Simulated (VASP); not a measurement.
BaTiO3:

```
Ba Ti O
1.0
     3.99980    0.00000    0.00000
     0.00000    3.99980    0.00000
     0.00000    0.00000    4.01800
Ba Ti O
1 1 3
Direct
  0.00000 0.00000 0.00000
  0.50000 0.50000 0.49000
  0.50000 0.50000 0.01900
  0.50000 0.00000 0.51700
  0.00000 0.50000 0.51700
```

| Item | Value |
| --- | --- |
| Program | VASP 6.6.1 |
| Task | relaxation of cell and atoms |
| Functional | LDA |
| Potentials or basis | VASP PAW LDA potentials, release 64 (Ba_sv, Ti_sv, O) |
| Cutoff | 600 eV |
| k mesh | 8 × 8 × 8 |
| Occupations | gaussian, width 0.03 eV |
| Spin | no spin polarisation |

At the start: pressure -6.7 GPa; volume 12.86 Å³/atom.

Problem. Where does the relaxation end?

Solution. Over 10 steps the energy falls by 11.0 meV/atom and the volume is 12.39 Å³/atom (-3.6 %); space group P4mm (No. 99, to 0.05 Å).

Step by step:
```csv
step,energy change (eV),largest force (eV/Å),pressure (GPa),volume (Å³)
1,0.0000,0.3674,-6.70,64.28
2,0.0180,0.4622,9.10,59.41
3,-0.0532,0.0662,0.00,61.95
4,-0.0532,0.0649,0.09,61.90
5,-0.0544,0.0412,0.12,61.91
6,-0.0546,0.0365,0.13,61.91
7,-0.0547,0.0190,-0.08,61.99
8,-0.0547,0.0175,-0.13,62.01
9,-0.0548,0.0164,0.09,61.95
10,-0.0548,0.0057,0.03,61.97
```

Final structure:
```cif
data_structure
_symmetry_space_group_name_H-M 'P 1'
_symmetry_Int_Tables_number 1
_cell_length_a 3.9418
_cell_length_b 3.9418
_cell_length_c 3.9886
_cell_angle_alpha 90.000
_cell_angle_beta 90.000
_cell_angle_gamma 90.000
_cell_volume 61.97
loop_
_atom_site_label
_atom_site_type_symbol
_atom_site_fract_x
_atom_site_fract_y
_atom_site_fract_z
_atom_site_occupancy
Ba1 Ba 0.00000 0.00000 0.00189 1
Ti1 Ti 0.50000 0.50000 0.48937 1
O1 O 0.50000 0.50000 0.02221 1
O2 O 0.50000 0.00000 0.51477 1
O3 O 0.00000 0.50000 0.51477 1
```
